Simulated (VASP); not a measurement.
# TaSi2 (P6_222) in VASP: notebook, part 2 of 3

VASP 6.6.1. The steps go on from the part before.

### Step 3. Optical spectrum, PBEsol

Contents of INCAR:

```
SYSTEM = TaSi2
  PREC = Accurate
  ENCUT = 520
  EDIFF = 1E-6
  ISMEAR = 0
  SIGMA = 0.02
  LREAL = .False.
  LASPH = .True.
  NELM = 60
  ALGO = Normal
  ISIF = 2
  LWAVE = .False.
  LCHARG = .False.
  GGA = PS
  LOPTICS = .True.
  NBANDS = 76
  NEDOS = 1000
  CSHIFT = 0.1
```

Contents of KPOINTS:

```
Automatic mesh
0
Gamma
  5 5 3
  0 0 0
```

Contents of POSCAR:

```
TaSi2
1.0
    4.7800000000      0.0000000000      0.0000000000
   -2.3900000000      4.1396014301      0.0000000000
    0.0000000000      0.0000000000      6.5640000000
Ta Si
3 6
Direct
    0.0000000000      0.5000000000      0.1666666667
    0.5000000000      0.5000000000      0.8333333333
    0.5000000000      0.0000000000      0.5000000000
    0.3333000000      0.1666500000      0.1666666667
    0.1666500000      0.8333500000      0.8333333333
    0.8333500000      0.6667000000      0.5000000000
    0.6667000000      0.8333500000      0.1666666667
    0.8333500000      0.1666500000      0.8333333333
    0.1666500000      0.3333000000      0.5000000000
```

Potentials or basis: VASP PAW PBE potentials, release 64 (Ta_pv, Si).

Command:

```sh
$ cat potpaw_PBE.64/Ta_pv/POTCAR potpaw_PBE.64/Si/POTCAR > POTCAR
$ mpirun -np 1 vasp_std > vasp.out
```

OUTCAR:

```text
SYSTEM = TaSi2
   PREC = Accurate
   ENCUT = 520
   EDIFF = 1E-6
   ISMEAR = 0
   LREAL = .False.
   LASPH = .True.
   NELM = 60
   ISIF = 2
   GGA = PS

 ion  position               nearest neighbor table
   1  0.000  0.500  0.167-   6 2.59   9 2.59   8 2.59   5 2.59   4 2.76   7 2.76   4 2.76   7 2.76
                             7 2.76   4 2.76   3 3.24   3 3.24   2 3.24   2 3.24
   2  0.500  0.500  0.833-   6 2.59   9 2.59   7 2.59   4 2.59   5 2.76   8 2.76   5 2.76   8 2.76
                             8 2.76   5 2.76   3 3.24   3 3.24   1 3.24   1 3.24
   3  0.500  0.000  0.500-   4 2.59   7 2.59   5 2.59   8 2.59   9 2.76   6 2.76   9 2.76   6 2.76
                             9 2.76   6 2.76   2 3.24   1 3.24   2 3.24   1 3.24
   4  0.333  0.167  0.167-   9 2.59   5 2.59   3 2.59   2 2.59   7 2.76   1 2.76   1 2.76   1 2.76
                             7 2.76   7 2.76
   5  0.167  0.833  0.833-   6 2.59   4 2.59   3 2.59   1 2.59   8 2.76   2 2.76   2 2.76   2 2.76
                             8 2.76   8 2.76
   6  0.833  0.667  0.500-   5 2.59   7 2.59   1 2.59   2 2.59   9 2.76   3 2.76   3 2.76   3 2.76
                             9 2.76   9 2.76
   7  0.667  0.833  0.167-   6 2.59   8 2.59   3 2.59   2 2.59   4 2.76   1 2.76   1 2.76   1 2.76
                             4 2.76   4 2.76
   8  0.833  0.167  0.833-   9 2.59   7 2.59   3 2.59   1 2.59   5 2.76   2 2.76   2 2.76   2 2.76
                             5 2.76   5 2.76
   9  0.167  0.333  0.500-   8 2.59   4 2.59   1 2.59   2 2.59   6 2.76   3 2.76   3 2.76   3 2.76
                             6 2.76   6 2.76

  LATTYP: Found a hexagonal cell.
 ALAT       =     4.7800000000
 C/A-ratio  =     1.3732217573

  Lattice vectors:

 A1 = (   4.7800000000,   0.0000000000,   0.0000000000)
 A2 = (  -2.3900000000,   4.1396014301,   0.0000000000)
 A3 = (   0.0000000000,   0.0000000000,   6.5640000000)

Analysis of symmetry for initial positions (statically):
=====================================================================
 Subroutine PRICEL returns:
 Original cell was already a primitive cell.

 Routine SETGRP: Setting up the symmetry group for a
 hexagonal supercell.

 Subroutine GETGRP returns: Found 12 space group operations
 (whereof  4 operations were pure point group operations)
 out of a pool of 24 trial point group operations.

The static configuration has the point symmetry D_2 .
 The point group associated with its full space group is D_6 .

Analysis of symmetry for dynamics (positions and initial velocities):
=====================================================================
 Subroutine PRICEL returns:
 Original cell was already a primitive cell.

[... 595 lines left out ...]
------------------------ aborting loop because EDIFF is reached ----------------------------------------

  FORCE on cell =-STRESS in cart. coord.  units (eV):
  Direction    XX          YY          ZZ          XY          YZ          ZX
  --------------------------------------------------------------------------------------
  -------------------------------------------------------------------------------------
  Total       -1.5925304     -1.5925304      0.9091111      0.0000000      0.0000000      0.0000000
  in kB      -19.6446058    -19.6446058     11.2143091      0.0000000      0.0000000      0.0000000
  external PRESSURE =      -9.3583008 kB  Pullay stress =       0.0000000 kB

 VOLUME and BASIS-vectors are now :
 -----------------------------------------------------------------------------
  energy-cutoff  :      520.00
  volume of cell :      129.88
      direct lattice vectors                 reciprocal lattice vectors
     4.780000000  0.000000000  0.000000000     0.209205021  0.120784575  0.000000000
    -2.390000000  4.139601430  0.000000000     0.000000000  0.241569150  0.000000000
     0.000000000  0.000000000  6.564000000     0.000000000  0.000000000  0.152346130

 POSITION                                       TOTAL-FORCE (eV/Angst)
 -----------------------------------------------------------------------------------
     -1.19500      2.06980      1.09400        -0.000000      0.000000     -0.000000
      1.19500      2.06980      5.47000        -0.000000      0.000000      0.000000
      2.39000      0.00000      3.28200        -0.000000      0.000000     -0.000000
      1.19488      0.68986      1.09400        -0.654454     -0.377849     -0.000000
     -1.19512      3.44974      5.47000        -0.654454      0.377849     -0.000000
      2.39000      2.75987      3.28200        -0.000000      0.755698     -0.000000
      1.19512      3.44974      1.09400         0.654454      0.377849      0.000000
      3.58512      0.68986      5.47000         0.654454     -0.377849     -0.000000
     -0.00000      1.37973      3.28200         0.000000     -0.755698     -0.000000
 -----------------------------------------------------------------------------------
    total drift:                                0.000000      0.000000      0.000000

  FREE ENERGIE OF THE ION-ELECTRON SYSTEM (eV)
  ---------------------------------------------------
  free  energy   TOTEN  =       -77.1393581969 eV

  energy  without entropy=      -77.1369708840  energy(sigma->0) =      -77.13816454

 electrical conductivity sigma (Mega S m-1) (frequency dependency in vasprun.xml)
  --------------------------------------------------------------------------------------
       0.143       0.000       0.000
       0.000       0.143      -0.000
       0.000      -0.000       0.942

  frequency dependent IMAGINARY DIELECTRIC FUNCTION (independent particle, no local field effects) density-density
     E(ev)      X         Y         Z        XY        YZ        ZX
  --------------------------------------------------------------------------------------------------------------
     0.00000     0.00000     0.00000     0.00000     0.00000     0.00000     0.00000
     0.62833    22.64656    22.64656    14.22899    -0.00000    -0.00000     0.00000
     1.25665    23.67672    23.67672    10.33847    -0.00000    -0.00000    -0.00000
     1.88498    13.43245    13.43245    12.46217    -0.00000    -0.00000    -0.00000
     2.51331    29.34031    29.34031    16.88301     0.00000     0.00000     0.00000
     3.14163    20.50489    20.50489    18.88648     0.00000    -0.00000    -0.00000
[... 92 lines left out ...]
    61.57601     0.00105     0.00105     0.00104    -0.00000    -0.00000     0.00000
    62.20434     0.00099     0.00099     0.00097    -0.00000    -0.00000     0.00000

  frequency dependent      REAL DIELECTRIC FUNCTION (independent particle, no local field effects) density-density
     E(ev)        X           Y           Z          XY          YZ          ZX
  --------------------------------------------------------------------------------------------------------------
     0.00000   381.04754   381.04754    41.70134    -0.00000    -0.00000     0.00000
     0.62833    22.88115    22.88115    39.13200    -0.00000    -0.00000     0.00000
     1.25665    11.15393    11.15393    33.33823     0.00000     0.00000    -0.00000
     1.88498    25.32859    25.32859    19.30492     0.00000     0.00000    -0.00000
     2.51331     6.95169     6.95169    17.50944     0.00000    -0.00000     0.00000
     3.14163     7.22614     7.22614    15.84601     0.00000     0.00000     0.00000
[... 92 lines left out ...]
    61.57601     0.78698     0.78698     0.79146     0.00000     0.00000    -0.00000
    62.20434     0.79339     0.79339     0.79777     0.00000     0.00000    -0.00000

  frequency dependent IMAGINARY DIELECTRIC FUNCTION (independent particle, no local field effects) current-current
     E(ev)      X         Y         Z        XY        YZ        ZX
  --------------------------------------------------------------------------------------------------------------
     0.00000  1013.02067  1013.02067   129.74729    -0.00000    -0.00000    -0.00000
     0.62833    29.15617    29.15617    26.26756    -0.00000     0.00000    -0.00000
     1.25665    25.24101    25.24101    15.50341    -0.00000     0.00000    -0.00000
     1.88498    16.00935    16.00935    14.38818    -0.00000    -0.00000    -0.00000
     2.51331    29.72629    29.72629    18.19880    -0.00000    -0.00000    -0.00000
     3.14163    20.87319    20.87319    19.82913    -0.00000    -0.00000    -0.00000
[... 92 lines left out ...]
    61.57601     0.00036     0.00036     0.00036    -0.00000    -0.00000    -0.00000
    62.20434     0.00032     0.00032     0.00032    -0.00000    -0.00000    -0.00000

  frequency dependent      REAL DIELECTRIC FUNCTION (independent particle, no local field effects) current-current
     E(ev)        X           Y           Z          XY          YZ          ZX
  --------------------------------------------------------------------------------------------------------------
     0.00000   -82.57482   -82.57482    39.56860     0.00000     0.00000    -0.00000
     0.62833    23.31298    23.31298    34.92357     0.00000     0.00000     0.00000
     1.25665     9.31560     9.31560    31.75544    -0.00000     0.00000    -0.00000
     1.88498    24.69565    24.69565    17.96006     0.00000    -0.00000    -0.00000
     2.51331     5.03526     5.03526    16.18973     0.00000    -0.00000     0.00000
     3.14163     6.26484     6.26484    14.64068     0.00000    -0.00000    -0.00000
[... 92 lines left out ...]
    61.57601     0.78783     0.78783     0.79155     0.00000     0.00000     0.00000
    62.20434     0.79422     0.79422     0.79786     0.00000     0.00000     0.00000
```

Run time: 2 min. Hardware: 1 thread of Intel Xeon Platinum 8559C (Emerald Rapids), shared host; peak memory 0.29 GiB.

What came out:

- Free energy: -77.1394 eV
- Pressure: -0.9 GPa
- Largest force: 0.756 eV/Å
- Band gap on the k mesh: none (metal or under the smearing width)

Forces on the atoms (eV/Å):
```
Ta   0.000  0.000  0.000
Ta   0.000  0.000  0.000
Ta   0.000  0.000  0.000
Si  -0.654 -0.378  0.000
Si  -0.654  0.378  0.000
Si   0.000  0.756  0.000
Si   0.654  0.378  0.000
Si   0.654 -0.378  0.000
Si   0.000 -0.756  0.000
```

Levels at points of the mesh, in eV from the Fermi level:
```csv
k point,band 26,band 27,band 28,band 29,band 30,band 31,band 32,band 33
"(0.00, 0.00, 0.00)",-2.26,-2.26,-2.21,-1.77,0.55,3.12,3.12,3.46
```

Dielectric function (mean over the directions given):
```
energy (eV)  real part  imaginary part
       0.25       4.86          130.36
       0.88       9.84           40.37
       1.57      13.09           20.77
       2.26      19.76           25.55
       2.95       9.76           24.13
       3.64       7.55           26.85
       4.27      -0.71           18.98
       4.96      -0.91           23.68
       5.65      -6.69           17.55
       6.35      -8.76           12.02
       7.04      -8.29            9.82
       7.73      -7.87            6.19
       8.36      -6.73            4.50
       9.05      -5.49            3.17
       9.74      -4.38            2.91
      10.43      -4.16            1.78
      11.12      -3.28            1.19
      11.81      -2.70            0.92
      12.44      -2.32            0.81
      13.13      -1.92            0.52
      13.82      -1.54            0.49
      14.51      -1.29            0.40
      15.21      -1.06            0.35
      15.90      -0.84            0.30
      16.52      -0.67            0.29
      17.22      -0.54            0.23
      17.91      -0.42            0.19
      18.60      -0.30            0.17
      19.29      -0.19            0.12
      19.98      -0.10            0.11
```

Caveat: spectra need much finer meshes, so this one isn't converged; independent-particle spectra lack excitons; the intraband (Drude) part of a metal's response may be missing; the PAW data sets were made with another functional, which shifts forces and pressure a little; the cell's inner coordinates are idealised or old, which leaves forces on the atoms.

### Step 4. Density of states, PBEsol

POSCAR is that of step 3.

Contents of INCAR.step1:

```
SYSTEM = TaSi2
ALGO = Normal
EDIFF = 1E-6
ENCUT = 520
GGA = PS
ISIF = 2
ISMEAR = 0
LASPH = .TRUE.
LCHARG = .TRUE.
LMAXMIX = 4
LREAL = .FALSE.
LWAVE = .FALSE.
NBANDS = 38
NELM = 100
PREC = Accurate
SIGMA = 0.02
```

Contents of KPOINTS.step1:

```
k-points
0
G
  5 5 3
  0 0 0
```

Contents of INCAR.step2:

```
SYSTEM = TaSi2
ALGO = Normal
EDIFF = 1E-6
ENCUT = 520
GGA = PS
ICHARG = 11
ISIF = 2
ISMEAR = -5
LASPH = .TRUE.
LCHARG = .FALSE.
LMAXMIX = 4
LORBIT = 11
LREAL = .FALSE.
LWAVE = .FALSE.
NBANDS = 38
NEDOS = 1001
NELM = 100
PREC = Accurate
SIGMA = 0.02
```

Contents of KPOINTS.step2:

```
k-points
0
G
  8 8 5
  0 0 0
```

Command:

```sh
$ cat potpaw_PBE.64/Ta_pv/POTCAR potpaw_PBE.64/Si/POTCAR > POTCAR
$ cp INCAR.step1 INCAR
$ cp KPOINTS.step1 KPOINTS
$ mpirun -np 1 vasp_std > vasp.out
$ cp INCAR.step2 INCAR
$ cp KPOINTS.step2 KPOINTS
$ mpirun -np 1 vasp_std > vasp.out
```

It took 2.1 min on 1 thread of Intel Xeon Platinum 8559C (Emerald Rapids), shared host; peak memory 0.29 GiB.

Results (log left out):

```
Valence electrons inside the program's atomic spheres : Ta 9.04; Si 1.64
```

Levels at points of the mesh, in eV from the Fermi level:
| k point | band 26 | band 27 | band 28 | band 29 | band 30 | band 31 | band 32 | band 33 |
| --- | --- | --- | --- | --- | --- | --- | --- | --- |
| (0.00, 0.00, 0.00) | -2.26 | -2.26 | -2.21 | -1.77 | 0.55 | 3.13 | 3.13 | 3.46 |
| (0.50, 0.00, 0.00) | -1.12 | -0.77 | -0.02 | 0.17 | 0.78 | 1.22 | 1.68 | 2.07 |

States per cell in windows of 1 eV (zero at the Fermi level; states under -8 eV left out):
| from (eV) | total | Ta1_d | Ta2_d | Ta3_d | Si6_p | Si9_p | Si4_p |
| --- | --- | --- | --- | --- | --- | --- | --- |
| -8.0 | 2.82 | 0.07 | 0.07 | 0.07 | 0.03 | 0.03 | 0.03 |
| -7.0 | 1.67 | 0.06 | 0.06 | 0.06 | 0.03 | 0.03 | 0.03 |
| -6.0 | 3.70 | 0.15 | 0.15 | 0.15 | 0.12 | 0.12 | 0.12 |
| -5.0 | 3.19 | 0.17 | 0.17 | 0.17 | 0.10 | 0.10 | 0.10 |
| -4.0 | 4.11 | 0.27 | 0.27 | 0.27 | 0.12 | 0.12 | 0.12 |
| -3.0 | 9.01 | 0.89 | 0.89 | 0.89 | 0.25 | 0.25 | 0.25 |
| -2.0 | 4.62 | 0.53 | 0.53 | 0.53 | 0.12 | 0.12 | 0.12 |
| -1.0 | 2.15 | 0.32 | 0.32 | 0.32 | 0.04 | 0.04 | 0.04 |
| 0.0 | 2.62 | 0.42 | 0.42 | 0.42 | 0.04 | 0.04 | 0.04 |
| 1.0 | 2.97 | 0.34 | 0.34 | 0.34 | 0.07 | 0.07 | 0.07 |
| 2.0 | 6.47 | 0.77 | 0.77 | 0.77 | 0.12 | 0.12 | 0.12 |
| 3.0 | 6.18 | 0.77 | 0.77 | 0.77 | 0.10 | 0.10 | 0.10 |
| 4.0 | 0.85 | 0.12 | 0.12 | 0.12 | 0.01 | 0.01 | 0.01 |
| 5.0 | 0.00 | 0.00 | 0.00 | 0.00 | 0.00 | 0.00 | 0.00 |

Caveat: the PAW data sets were made with another functional, which shifts forces and pressure a little; the cell's inner coordinates are idealised or old, which leaves forces on the atoms; tetrahedron occupations give inexact forces and stress in metals. Spin-orbit coupling is left out, which matters for the levels of Ta.

### Step 5. Electric field gradients, PBEsol

Contents of INCAR:

```
SYSTEM = TaSi2
  PREC = Accurate
  ENCUT = 520
  EDIFF = 1E-8
  ISMEAR = 0
  SIGMA = 0.02
  LREAL = .False.
  LASPH = .True.
  NELM = 80
  ALGO = Fast
  ISIF = 2
  LWAVE = .False.
  LCHARG = .False.
  GGA = PS
  LEFG = .True.
```

KPOINTS is that of step 3.

POSCAR is that of step 4.

Potentials or basis: VASP PAW PBE potentials, release 64 (Ta_pv, Si).

Command:

```sh
$ cat potpaw_PBE.64/Ta_pv/POTCAR potpaw_PBE.64/Si/POTCAR > POTCAR
$ mpirun -np 1 vasp_std > vasp.out
```

OUTCAR:

```text
SYSTEM = TaSi2
   PREC = Accurate
   ENCUT = 520
   EDIFF = 1E-8
   ISMEAR = 0
   LREAL = .False.
   LASPH = .True.
   NELM = 80
   ISIF = 2
   GGA = PS

 ion  position               nearest neighbor table
   1  0.000  0.500  0.167-   6 2.59   9 2.59   8 2.59   5 2.59   4 2.76   7 2.76   4 2.76   7 2.76
                             7 2.76   4 2.76   3 3.24   3 3.24   2 3.24   2 3.24
   2  0.500  0.500  0.833-   6 2.59   9 2.59   7 2.59   4 2.59   5 2.76   8 2.76   5 2.76   8 2.76
                             8 2.76   5 2.76   3 3.24   3 3.24   1 3.24   1 3.24
   3  0.500  0.000  0.500-   4 2.59   7 2.59   5 2.59   8 2.59   9 2.76   6 2.76   9 2.76   6 2.76
                             9 2.76   6 2.76   2 3.24   1 3.24   2 3.24   1 3.24
   4  0.333  0.167  0.167-   9 2.59   5 2.59   3 2.59   2 2.59   7 2.76   1 2.76   1 2.76   1 2.76
                             7 2.76   7 2.76
   5  0.167  0.833  0.833-   6 2.59   4 2.59   3 2.59   1 2.59   8 2.76   2 2.76   2 2.76   2 2.76
                             8 2.76   8 2.76
   6  0.833  0.667  0.500-   5 2.59   7 2.59   1 2.59   2 2.59   9 2.76   3 2.76   3 2.76   3 2.76
                             9 2.76   9 2.76
[... 631 lines left out ...]
   1     -29.246   -10.202    39.449       0.483
   2     -29.245   -10.202    39.448       0.483
   3     -29.246   -10.202    39.449       0.483
   4      25.300     6.874   -32.174       0.573
   5      25.300     6.874   -32.174       0.573
   6      25.300     6.874   -32.174       0.573
   7      25.300     6.874   -32.174       0.573
   8      25.300     6.874   -32.174       0.573
   9      25.300     6.874   -32.174       0.573
----------------------------------------------------------------------

           NMR quadrupolar parameters

 Cq : quadrupolar parameter    Cq=e*Q*V_zz/h
 eta: asymmetry parameters     (V_yy - V_xx)/ V_zz
 Q  : nuclear electric quadrupole moment in mb (millibarn)
----------------------------------------------------------------------
 ion       Cq(MHz)       eta       Q (mb)
----------------------------------------------------------------------
   1       0.095       0.483       1.000
   2       0.095       0.483       1.000
   3       0.095       0.483       1.000
   4      -0.078       0.573       1.000
   5      -0.078       0.573       1.000
   6      -0.078       0.573       1.000
   7      -0.078       0.573       1.000
   8      -0.078       0.573       1.000
   9      -0.078       0.573       1.000
----------------------------------------------------------------------
```

OSZICAR:

```text
N       E                     dE             d eps       ncg     rms          rms(c)
DAV:   1     0.381387649925E+03    0.38139E+03   -0.28669E+04   680   0.158E+03
DAV:   2    -0.592529741722E+02   -0.44064E+03   -0.43403E+03   778   0.387E+02
DAV:   3    -0.790013501485E+02   -0.19748E+02   -0.19431E+02   860   0.700E+01
[... 18 lines left out ...]
RMM:  22    -0.771393581015E+02    0.20014E-07   -0.38803E-07   864   0.214E-03    0.937E-04
RMM:  23    -0.771393580710E+02    0.30512E-07   -0.24517E-07   746   0.162E-03    0.183E-03
RMM:  24    -0.771393580857E+02   -0.14677E-07   -0.25877E-08   528   0.791E-04    0.110E-03
RMM:  25    -0.771393581049E+02   -0.19256E-07   -0.19444E-08   516   0.542E-04    0.461E-04
RMM:  26    -0.771393581048E+02    0.11460E-09   -0.19053E-09   381   0.216E-04
   1 F= -.77139358E+02 E0= -.77138164E+02  d E =-.238728E-02
```

It took 87 s on 1 thread of Intel Xeon Platinum 8559C (Emerald Rapids), shared host; peak memory 0.26 GiB.

What came out:

```yaml
Free_energy: -77.1394 eV
Pressure: -0.9 GPa
Largest_force: 0.756 eV/Å
Band_gap_on_the_k_mesh: none (metal or under the smearing width)
```

Forces in eV/Å, atoms in the order of the input:
```
Ta   0.000  0.000  0.000
Ta   0.000  0.000  0.000
Ta   0.000  0.000  0.000
Si  -0.654 -0.378  0.000
Si  -0.654  0.378  0.000
Si   0.000  0.756  0.000
Si   0.654  0.378  0.000
Si   0.654 -0.378  0.000
Si   0.000 -0.756  0.000
```

Levels at points of the mesh, in eV from the Fermi level:
| k point | band 25 | band 26 | band 27 | band 28 | band 29 | band 30 | band 31 | band 32 | band 33 | band 34 |
| --- | --- | --- | --- | --- | --- | --- | --- | --- | --- | --- |
| (0.00, 0.00, 0.00) | -2.50 | -2.26 | -2.26 | -2.21 | -1.77 | 0.55 | 3.12 | 3.12 | 3.47 | 3.51 |

Electric field gradients, principal values (V/Å²):
```csv
atom,Vxx,Vyy,Vzz
1 Ta,-10.202,-29.246,39.449
2 Ta,-10.202,-29.245,39.448
3 Ta,-10.202,-29.246,39.449
4 Si,6.874,25.300,-32.174
5 Si,6.874,25.300,-32.174
6 Si,6.874,25.300,-32.174
7 Si,6.874,25.300,-32.174
8 Si,6.874,25.300,-32.174
9 Si,6.874,25.300,-32.174
```

Caveat: the PAW data sets were made with another functional, which shifts forces and pressure a little; the cell's inner coordinates are idealised or old, which leaves forces on the atoms.

[end of part 2 of 3]
